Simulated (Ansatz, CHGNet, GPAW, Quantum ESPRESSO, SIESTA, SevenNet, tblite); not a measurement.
**Other levels on Cu3Au-type CuAu3, size series (48 atoms)**

The cell holds 48 atoms: 12 Cu and 36 Au. Its edges and angles: a = 7.960 Å, b = 7.960 Å, c = 11.940 Å, α = 90.0°, β = 90.0°, γ = 90.0°. It derives from CuAu3 (Cu3Au-type), repeated 2×2×3. Cu3Au-type CuAu3 (cell 3.98, 3.98, 3.98, 90, 90, 90), 2 x 2 x 3 conventional cells; every coordinate displaced by a Gaussian of 0.08 Å. Then every atom was moved at random, 0.05 Å r.m.s. a Cartesian component.

Geometry: as built.

The reference, a calculation:

| Quantity | Value |
| --- | --- |
| method | Kohn-Sham DFT, PBE, PAW, plane waves (Ansatz 0.2.0); cutoff 420 eV, Γ point, fermi-dirac smearing of 0.05 eV; PAW set soft_2 |
| r.m.s. force component | 1.054 eV/Å |
| longest force | 4.5 eV/Å |
| pressure | 13.01 GPa |
| SCF cycles | 11 |
| time | 19 s on 4 threads of Arm Neoverse V1, shared host |
| CPU time | 71 s |

In doubt: a PseudoDojo file used here is known to give poor structures and forces (SIESTA), which bears on pressures, cells, forces and phonons.

**Question.** The same geometry is run in other programs. How far does each lie from the reference, and what does it cost?
- QE PBE, sssp-1.3.0-efficiency, 20/160 Ry (Quantum ESPRESSO 7.5; 2 MPI ranks)
- SIESTA PBE, TZP, shift 0.01 Ry, mesh 500 Ry (SIESTA 5.4.2; 4 MPI ranks)
- GPAW PBE, LCAO sz(dzp), h 0.2 Å (GPAW 26.7.0; 1 thread)
- GPAW PBE, LCAO dzp, h 0.2 Å, other mixer settings (GPAW 26.7.0; 1 thread)
- QE PBE, sssp-1.3.0-efficiency, 60/480 Ry (Quantum ESPRESSO 7.5; 4 MPI ranks)
- SIESTA PBE, DZP, shift 0.01 Ry, mesh 200 Ry (SIESTA 5.4.2; 2 MPI ranks)
- GPAW revPBE, LCAO dzp, h 0.2 Å (GPAW 26.7.0; 1 thread)
- SevenNet 0 potential (SevenNet 0; 1 thread)
- SIESTA PBE, SZP, shift 0.01 Ry, mesh 500 Ry (SIESTA 5.4.2; 2 MPI ranks)
- SIESTA PBE, DZP, shift 0.01 Ry, mesh 500 Ry (SIESTA 5.4.2; 2 MPI ranks)

Differences are against the plane-wave reference, forces as r.m.s. over components; share is that over the reference's r.m.s. force, slope the least-squares factor from reference forces to these. Total energies of different programs have different zeros and aren't compared.

```tsv
run	Δ force, r.m.s. (meV/Å)	share (%)	slope	Δ pressure (GPa)	cores	CPU time	memory (GiB)
reference	-	-	-	-	4	71 s	1.4
QE PBE, sssp-1.3.0-efficiency, 20/160 Ry (coarse)	525	49.8	1.300	-735	2	3.3 min	0.56
SIESTA PBE, TZP, shift 0.01 Ry, mesh 500 Ry	162	15.4	1.145	-2.81	4	6.7 min	1.9
GPAW PBE, LCAO sz(dzp), h 0.2 Å (coarse)	295	28.0	1.200	-	1	47 s	0.98
GPAW PBE, LCAO dzp, h 0.2 Å, other mixer settings	219	20.8	1.196	-	1	2.8 min	1.1
QE PBE, sssp-1.3.0-efficiency, 60/480 Ry	7.30	0.693	0.994	-0.770	4	11 min	2.7
SIESTA PBE, DZP, shift 0.01 Ry, mesh 200 Ry	191	18.1	1.175	-1.64	2	1.8 min	0.67
GPAW revPBE, LCAO dzp, h 0.2 Å	236	22.4	1.212	-	1	2.8 min	1.1
SevenNet 0 potential	138	13.1	0.956	1.89	1	8.1 s	0.73
SIESTA PBE, SZP, shift 0.01 Ry, mesh 500 Ry (coarse)	119	11.3	1.100	-10.9	2	3.8 min	1.2
SIESTA PBE, DZP, shift 0.01 Ry, mesh 500 Ry	192	18.2	1.176	-1.68	2	4.7 min	1.3
```

Rows marked coarse were listed beforehand as settings not expected to be converged; some can still land near the reference.

Times of the machine-learned potentials are mostly Python's start and the loading of weights.

CPU time is summed over cores on a shared host, where runs went side by side, so it is rough. Symmetry, cutoffs, thresholds, outputs and thread counts weren't matched or tuned between programs; memory under MPI is the largest rank's times the ranks.

PBE on plane waves or a grid with other potentials, cutoffs or grids, coarse settings apart, differs from the reference by 0.69 % (QE PBE, sssp-1.3.0-efficiency, 60/480 Ry) of the r.m.s. force; this holds the reference's own error, so differences of a few per cent don't tell which side is nearer the exact PBE result (QE's 60 Ry are 816 eV, against the reference's 420 eV). The PBE runs in local orbitals, coarse settings apart, differ by 15 % (SIESTA PBE, TZP, shift 0.01 Ry, mesh 500 Ry) to 21 % (GPAW PBE, LCAO dzp, h 0.2 Å, other mixer settings); basis, grid and potentials can all enter. Machine-learned potentials differ by 13 % (SevenNet 0 potential); they were trained on other programs' data. Rows with another functional or a dispersion term differ by 22 % (GPAW revPBE, LCAO dzp, h 0.2 Å), which mixes the change of model with differences of basis and potentials. Machine-learned potentials mimic data converged in k, so the reference's own k-point error enters their differences. The electronic-structure runs sample only Γ, in a cell whose shortest periodic width is 8 Å, which is coarse for a cell with partly filled levels.

[Logs are printed without paths, hosts, clocks, repeated set-up lines and the standing remarks that a program may print on its own settings, such as how far it seeks lower states.]

[Hosts, paths, dates, database ids (printed as entryN), source tags and the programs' standing remarks are cut or masked in the printed files.]
